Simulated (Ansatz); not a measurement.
Crystal structures of molybdenum under BLYP

All numbers below come from Ansatz, DFT, BLYP, plane waves (420 eV) with PAW, scalar-relativistic. The PAW files were generated under PBE, with cores re-solved for the functional.

Each structure is relaxed within its own symmetry, so a high-lying one may be dynamically unstable.

```json
{"structure": "bcc", "ΔE (meV/atom)": "0", "V (Å³/atom)": "16.43", "cell": "a = 3.203 Å", "magnetic state": "spin not included"}
{"structure": "A15", "ΔE (meV/atom)": "88", "V (Å³/atom)": "16.65", "cell": "a = 5.107 Å", "magnetic state": "spin not included"}
{"structure": "omega (AlB2-type)", "ΔE (meV/atom)": "354", "V (Å³/atom)": "16.80", "cell": "a = 4.738 Å, c = 2.592 Å (c/a = 0.547)", "magnetic state": "spin not included"}
{"structure": "fcc", "ΔE (meV/atom)": "386", "V (Å³/atom)": "16.67", "cell": "a = 4.055 Å", "magnetic state": "spin not included"}
{"structure": "dhcp", "ΔE (meV/atom)": "387", "V (Å³/atom)": "16.73", "cell": "a = 2.805 Å, c = 9.825 Å (c/a = 3.503)", "magnetic state": "spin not included"}
{"structure": "hcp", "ΔE (meV/atom)": "397", "V (Å³/atom)": "16.78", "cell": "a = 2.791 Å, c = 4.974 Å (c/a = 1.782)", "magnetic state": "spin not included"}
{"structure": "simple cubic", "ΔE (meV/atom)": "937", "V (Å³/atom)": "18.46", "cell": "a = 2.643 Å", "magnetic state": "spin not included"}
{"structure": "diamond", "ΔE (meV/atom)": "1710", "V (Å³/atom)": "24.26", "cell": "a = 5.790 Å", "magnetic state": "spin not included"}
```

ΔE counts from bcc.

Differences under about 8 meV lie within the error of the k-point mesh.
